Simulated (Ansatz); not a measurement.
# SnO: strain energy, fitted

SnO, P4/nmm, a = 3.868 Å, c = 5.066 Å. Ansatz: PBE, PAW, 420 eV, Γ-centred 10×10×8 mesh on 4 atoms, Gaussian smearing 0.01 eV; no spin polarisation. Series: uniaxial strain along a, with b, c and atoms relaxed; x is the strain in per cent. y is the free energy over the unstrained cell, V0 = 18.952 Å³/atom.

```tsv
x (%)	y (meV/atom)
-6.0	?
-4.0	1.50
-2.0	0.37
0.0	0.00
2.0	0.36
4.0	1.52
6.0	3.60
```

Question: Fit y = c2 x² + c3 x³ to the other rows, turn c2 into a modulus, and predict the missing energy.

Answer: Least squares on the rows shown. y = 0.09550 x² + 0.0006582 x³. In eV per unit strain² c2 is 0.9550; this is Young's modulus along the axis (E = ½ Y V0 ε²): 2 × 0.9550 × 160.2 / (18.952) = 16.1 GPa. With a term in x⁴ added, the coefficient of x² becomes 0.09051, 5 % less, which shows how far this figure hangs on the form. At x = -6.0 the fit asked for gives 3.30 meV/atom. The run gave 3.61 meV/atom, so the fit is 0.31 meV/atom too low, 8.6 % of the span of the series, against an rms of 0.03 meV/atom on the fitted rows. The row lies outside the fitted range. With a term in x⁴ added, a fit to the same known rows predicts 3.54 meV/atom, so most of the miss is curvature that the known rows already hold.